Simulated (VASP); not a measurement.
Runs of VASP 6.6.1 on CuAu. The structure is tetragonal, space group P4/mmm (No. 123). Conventional cell: a = 2.811 Å, b = 2.811 Å, c = 3.685 Å, α = 90.00°, β = 90.00°, γ = 90.00°. Au (site symmetry 4/mmm) has 8 Cu at 2.71 Å and 4 Au at 2.81 Å as nearest neighbours. Cu (site symmetry 4/mmm) is surrounded by 8 Au at 2.71 Å and 4 Cu at 2.81 Å. 

```csv
task,level,potentials or basis,cell,smearing,atoms held fixed (from 0),other keys,gap on the mesh (eV),pressure (GPa)
relaxation of the atoms,RPBE,"VASP PAW PBE potentials, release 64 (Au, Cu)","atoms relaxed from: atoms moved at random, drawn with an rms of 0.1 Å",methfessel-paxton 0.2 eV,[0],-,none,8.9
single point,r2SCAN,"VASP PAW PBE potentials, release 64 (Au, Cu)",as given,methfessel-paxton 0.2 eV,-,-,none,0.1
single point,PBEsol+D4,"VASP PAW PBE potentials, release 54 (Au, Cu)",as given,tetrahedron,-,ISYM = 1; ISMEAR = -5; SIGMA = 0.5,none,-7.1
single point,RPBE,"VASP PAW PBE potentials, release 64 (Au, Cu_pv)",as given,gaussian 0.05 eV,-,-,none,(a)
band structure,RPBE+D3,"VASP PAW PBE potentials, release 64 (Au, Cu)",as given,methfessel-paxton 0.1 eV,-,-,-,6.0
```

Alike in all rows: no spin polarisation; k mesh 9 × 9 × 7; cutoff (eV) 520.

**Question.** Estimate the missing entries.

**Answer.** (a) 7.7.

Caveats: the PAW data sets were made with another functional, which shifts forces and pressure a little; pairwise dispersion overbinds metals, which lowers pressure and volume (some runs); tetrahedron occupations give inexact forces and stress in metals (some runs); spin-orbit coupling is left out, which moves the levels of the heavy elements (some runs).

A k mesh can miss the band edges, and the runs leave out spin-orbit coupling on Au.

A gap of «none» marks a metal or a gap under the smearing width.

The runs don't all hold the same shells in valence.

Runs at the PBE level aren't shown here.
